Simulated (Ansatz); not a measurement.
Ta: course of a relaxation

The calculation used Ansatz, DFT PBE, scalar-relativistic, plane waves, PAW. (420 eV cutoff, 18×18×8 k-mesh, Gaussian smearing of 0.10 eV, no spin polarisation)

What was changed in Hf: Hf → Ta on all its sites, cell and atoms relaxed.

Spin–orbit coupling is left out, which can shift energies with elements as heavy as these.

Input:

```yaml
crystal:
  lattice:
    - [2.892136225, 0.0, 0.0]
    - [-1.4460681125, 2.5046634421, 0.0]
    - [0.0, 0.0, 5.1767166762]
  atoms:
    - { symbol: Ta, position: [0.3333333333, 0.6666666667, 0.25] }
    - { symbol: Ta, position: [0.6666666667, 0.3333333333, 0.75] }
basis:
  ecutwfc: 420
kpoints:
  mp_grid: { grid: [18, 18, 8] }
hamiltonian:
  xc: pbe
scf:
  occupations: { method: gaussian, width: 0.1 }
output:
  forces: true
  stress: true
  eigenvalues: true
relax:
  adjacent_minimum: "off"
  f_tol: 0.01
  max_steps: 60
  cell: { stress_tol: 0.1 }
```

F is the free energy. Steps run on the plane waves of an earlier cell, but the last one, and at times one on the way, on a freshly chosen basis, so a repeated geometry can differ a little in energy.

Steps:

```tsv
step	F − F(1) (eV)	largest force component (eV/Å)	V (Å³/atom)	P (GPa)
1	0.0000	0.000	18.750	-0.02
2	0.0009	0.000	18.646	0.83
3	-0.0016	0.000	18.749	-0.13
4	-0.0016	0.000	18.732	0.05
5	-0.0016	0.000	18.732	0.05
```

Relaxed structure:

```yaml
crystal:
  lattice:
    - [2.90078, 0.00000, 0.00000]
    - [-1.45039, 2.51215, 0.00000]
    - [0.00000, 0.00000, 5.14109]
  atoms:
    - { symbol: Ta, position: [0.33333, 0.66667, 0.25000] }
    - { symbol: Ta, position: [0.66667, 0.33333, 0.75000] }
```

It takes space group P6_3/mmc (No. 194, hexagonal). The conventional cell has a = 2.901 Å, b = 2.901 Å, c = 5.141 Å, α = 90.00°, β = 90.00°, γ = 120.00°. Ta (site symmetry -6m2) has 12 Ta at 2.90 to 3.07 Å as nearest neighbours.

The run converged. The run took roughly 50 core-seconds.